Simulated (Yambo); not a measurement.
Be2C in Yambo: convergence with bands in self energy

Be2C:

```xyz
3
Lattice="0.0000 2.1650 2.1650 2.1650 0.0000 2.1650 2.1650 2.1650 0.0000" Properties=species:S:1:pos:R:3 pbc="T T T"
C     0.0000    0.0000    0.0000
Be    3.2475    3.2475    3.2475
Be    1.0825    1.0825    1.0825
```

* Program: Yambo 5.3.0
* Task: G0W0 quasiparticle levels
* Functional: LDA
* Potentials or basis: PseudoDojo 0.4.1 SR LDA standard
* Cutoff: 1197 eV
* Density cutoff: 4789 eV
* k mesh: 6 × 6 × 6
* Occupations: fixed
* Spin: no spin polarisation
* k mesh of the self-consistent run: 12 × 12 × 12
* Form of the LDA: PW92
* Random integration of the Coulomb term: yes
* Direction of the field or of q to 0: x + y + z
* Broadening: 0.1 eV
* States corrected: Γ and the k points of the band edges
* Frequency dependence of W: plasmon pole
* Terminator of the band sum in the self-energy: none
* Quasiparticle equation: linearised (Newton)
* Imaginary frequency of the plasmon-pole fit: 27.2114 eV
* Bands in the response: 156
* Bands in the self-energy: 26
* Cutoff of the response matrix: 12 Ry
* Cutoff of exchange and Vxc: 88 Ry
* Bands corrected (first, last): [4, 8]

These are the settings of the first run; the series varies bands in self energy, with any setting tied to it.

```csv
bands in self energy,quasiparticle gap at the points computed (eV)
26,1.828
46,1.945
86,2.022
156,2.056
```

Against the tightest run, the quasiparticle gap at the points computed stays within 0.05 eV from 86 on. The tightest run that finished is the yardstick and may itself not be fully converged.

Caveat, for the tightest run too: this version prints the column dSc/dw multiplied by 27.2.
